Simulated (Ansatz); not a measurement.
# CaSe: from bands to localised orbitals

Aim: build maximally localised Wannier functions for CaSe from several sets of trial orbitals, and check spreads and centres, and how well the models interpolate the bands. Plan: PBE, anion s p, 6×6×6; PBE, anion s p, 4×4×4; PBE, anion p, 6×6×6; PBE, cation s and anion p, disentangled, 6×6×6; r2SCAN, anion s p, 6×6×6; r2SCAN, cation s and anion p, disentangled, 6×6×6; r2SCAN, anion p, 6×6×6; HSE06, anion s p, 6×6×6; HSE06, anion p, 6×6×6 (level, trial orbitals, Wannier mesh).

The COD entry's cell or inner coordinates are ideal or old and differ from later refinements, so a difference from it is no clean test against experiment.

Computed with Ansatz 0.2.0 (plane waves, PAW, unless a step's input says otherwise).

### Step 1. Starting point

The structure is cubic, space group Fm-3m (No. 225). The conventional cell has a = 5.935 Å, b = 5.935 Å, c = 5.935 Å, α = 90.00°, β = 90.00°, γ = 90.00°. Around Ca (site symmetry m-3m) lie 6 Se at 2.97 Å. Around Se (site symmetry m-3m) lie 6 Ca at 2.97 Å.

Structure file:

```cif
data_structure
_symmetry_space_group_name_H-M 'Fm-3m'
_symmetry_Int_Tables_number 225
_cell_length_a 5.9351
_cell_length_b 5.9351
_cell_length_c 5.9351
_cell_angle_alpha 90.000
_cell_angle_beta 90.000
_cell_angle_gamma 90.000
_cell_volume 209.06
loop_
_atom_site_label
_atom_site_type_symbol
_atom_site_symmetry_multiplicity
_atom_site_Wyckoff_symbol
_atom_site_fract_x
_atom_site_fract_y
_atom_site_fract_z
_atom_site_occupancy
Ca1 Ca 4 a 0.00000 0.00000 0.00000 1
Se1 Se 4 b 0.50000 0.00000 0.00000 1
```

The cell was relaxed beforehand with r2SCAN; those runs aren't shown.

### Step 2. PBE, anion s p, 6×6×6

input.yaml reads:

```yaml
crystal:
  lattice:
    - [0.0, 2.9675306013, 2.9675306013]
    - [2.9675306013, 0.0, 2.9675306013]
    - [2.9675306013, 2.9675306013, 0.0]
  atoms:
    - { symbol: Ca, position: [0.0, 0.0, 0.0] }
    - { symbol: Se, position: [0.5, 0.5, 0.5] }
kpoints:
  mp_grid: { grid: [6, 6, 6] }
  band_path:
    path:
      - [[0.0, 0.0, 0.0], [0.5, 1.71704110842e-35, 0.5], [0.625, 0.25, 0.625]]
      - [[0.375, 0.375, 0.75], [0.0, 0.0, 0.0], [0.5, 0.5, 0.5], [0.5, 0.25, 0.75], [0.5, 1.71704110842e-35, 0.5]]
    npoints: 10
hamiltonian:
  xc: pbe
scf:
  occupations: { method: fixed }
  n_extra_bands: 6
output:
  forces: false
  stress: false
  eigenvalues: true
  wannier:
    kmesh: [6, 6, 6]
    projections: [{ species: Se, l: s, shell: 4 }, { species: Se, l: p, shell: 4 }]
    minimise: true
    write_hr: true
    conv_tol: 1.0e-08
    max_iter: 3000
```

Started as:

```sh
ansatz run input.yaml --threads 4 --pin off --max-ram 3686MiB --backend cpu --events-out ev --progress --plain --runs-dir out
```

The runs that follow: PBE, anion s p, 4×4×4; PBE, anion p, 6×6×6; PBE, cation s and anion p, disentangled, 6×6×6; r2SCAN, anion s p, 6×6×6; r2SCAN, cation s and anion p, disentangled, 6×6×6; r2SCAN, anion p, 6×6×6; HSE06, anion s p, 6×6×6; HSE06, anion p, 6×6×6.

**Question.** What will the summary of the whole plan be? Wanted: total spread, PBE, anion s p, 6×6×6; total spread, PBE, anion s p, 4×4×4; total spread, PBE, anion p, 6×6×6; total spread, PBE, cation s and anion p, disentangled, 6×6×6; total spread, r2SCAN, anion s p, 6×6×6; total spread, r2SCAN, cation s and anion p, disentangled, 6×6×6; total spread, r2SCAN, anion p, 6×6×6; total spread, HSE06, anion s p, 6×6×6; total spread, HSE06, anion p, 6×6×6.

**Answer**, as computed:

| quantity | value |
| --- | --- |
| total spread, PBE, anion s p, 6×6×6 | 7.47 Å² over 4 functions |
| total spread, PBE, anion s p, 4×4×4 | 6.97 Å² over 4 functions |
| total spread, PBE, anion p, 6×6×6 | 7.36 Å² over 3 functions |
| total spread, PBE, cation s and anion p, disentangled, 6×6×6 | 12.08 Å² over 4 functions |
| total spread, r2SCAN, anion s p, 6×6×6 | 7.19 Å² over 4 functions |
| total spread, r2SCAN, cation s and anion p, disentangled, 6×6×6 | 11.89 Å² over 4 functions |
| total spread, r2SCAN, anion p, 6×6×6 | 7.08 Å² over 3 functions |
| total spread, HSE06, anion s p, 6×6×6 | 7.16 Å² over 4 functions |
| total spread, HSE06, anion p, 6×6×6 | 7.05 Å² over 3 functions |
| centres of the first set | 0.55 Å from the nearest atom |

What this shows: With PBE, anion s p, 6×6×6 the 4 functions move off the atoms, with a mean spread of 1.87 Å²; 84 % of the total is gauge invariant. The total spread goes from 6.97 Å² on 4×4×4 to 7.47 Å² on 6×6×6: finite differences in k understate it on coarse meshes, while the largest miss of a band goes from 0.13 to 0.04 eV. On one set and mesh the functional gives 7.47 (PBE), 7.19 (r2SCAN), 7.16 (HSE06) Å². The disentangled models miss some band by up to 0.9 eV, which may lie outside their frozen windows.
